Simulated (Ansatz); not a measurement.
Molecular dynamics on a 1×1×1 supercell (3 atoms) of MoS2 (R3m), relaxed with r2SCAN+rVV10. Forces come from r2SCAN in the plane-wave code Ansatz: Langevin thermostat and barostat (NPT), 100 K, steps of 3 fs. Spin polarisation is off, nuclei are classical, and the run is far too short for thermal averages.

```yaml
crystal:
  lattice:
    - [1.5875903435, 0.9165957122, 6.193928007]
    - [-1.5875903435, 0.9165957122, 6.193928007]
    - [0.0, -1.8331914244, 6.193928007]
  atoms:
    - { symbol: Mo, position: [9.65174e-05, 9.65174e-05, 9.65174e-05] }
    - { symbol: S, position: [0.2497906771, 0.2497906771, 0.2497906771] }
    - { symbol: S, position: [0.4171128055, 0.4171128055, 0.4171128055] }
kpoints:
  mp_grid: { grid: [6, 6, 6] }
hamiltonian:
  xc: r2scan
scf:
  occupations: { method: fermi_dirac, width: 0.02 }
md:
  ensemble: npt_langevin
  temperature: 100
  timestep: 3.0
  n_steps: 30
  initial_velocities: maxwell_boltzmann
  seed: 4474
```

Run as `ansatz run input.yaml --threads 4 --pin off --max-ram 3686MiB --backend cpu --events-out ev --progress --plain --runs-dir out`. It took 5.3 min on 4 threads of Arm Neoverse N1, on a shared host, load about 1.0 per core; peak host memory 0.7 GiB.

```csv
step,t (fs),T (K),free energy F from step 0 (meV/atom),kinetic energy (meV/atom),pressure (GPa),volume (Å³/atom),largest force (eV/Å)
0,0,67,0.0,8.6,1.20,18.03,0.05
1,3,70,0.3,9.0,0.85,18.04,0.16
2,6,71,1.2,9.2,0.44,18.05,0.28
3,9,65,2.7,8.4,0.11,18.06,0.39
4,12,58,4.6,7.5,-0.17,18.06,0.49
5,15,49,6.4,6.3,-0.35,18.06,0.56
6,18,39,7.7,5.1,-0.37,18.07,0.58
7,21,43,8.8,5.6,-0.30,18.08,0.57
8,24,36,9.6,4.6,-0.08,18.08,0.58
9,27,27,10.1,3.6,0.24,18.07,0.58
10,30,20,10.2,2.6,0.49,18.08,0.58
11,33,26,9.8,3.4,0.61,18.09,0.60
12,36,28,9.3,3.7,0.73,18.09,0.61
13,39,29,8.8,3.7,0.87,18.09,0.62
14,42,29,8.0,3.8,0.89,18.10,0.64
15,45,45,6.9,5.8,0.77,18.12,0.65
16,48,65,5.5,8.4,0.60,18.14,0.61
17,51,93,4.1,12.0,0.48,18.17,0.55
18,54,98,2.8,12.7,0.41,18.19,0.48
19,57,102,1.7,13.1,0.41,18.20,0.38
20,60,93,1.3,12.0,0.50,18.21,0.31
21,63,88,1.3,11.4,0.72,18.22,0.33
22,66,71,1.8,9.2,1.00,18.23,0.39
23,69,72,2.9,9.3,1.37,18.23,0.48
24,72,59,4.5,7.6,1.72,18.24,0.58
25,75,66,6.3,8.5,1.94,18.25,0.67
26,78,32,7.8,4.2,1.92,18.27,0.72
27,81,64,8.4,8.2,1.67,18.31,0.71
28,84,64,8.7,8.3,1.19,18.36,0.65
29,87,57,8.5,7.4,0.53,18.42,0.57
30,90,73,8.0,9.5,-0.22,18.49,0.57
```

The temperature starts at 67 K, is lowest at step 10 (20 K, 30 fs) and ends at 73 K. The thermostat hasn't had time to restore it. The atoms start on their lattice sites with kinetic energy alone, so much of it first passes into potential energy. The first value is 2/3 of the setting, since velocities are drawn without the motion of the centre of mass and T is counted over all atoms.

Positions (Å) and forces (eV/Å) at step 30:
```
cell (Å): 1.601 0.924 6.246; -1.601 0.924 6.246; 0.000 -1.849 6.246
Mo   0.010  -0.010  -0.041    -0.191   0.517  -0.136
S    0.038   0.040   4.656    -0.287  -0.473   0.029
S   -0.040  -0.009   7.745     0.479  -0.045   0.107
```
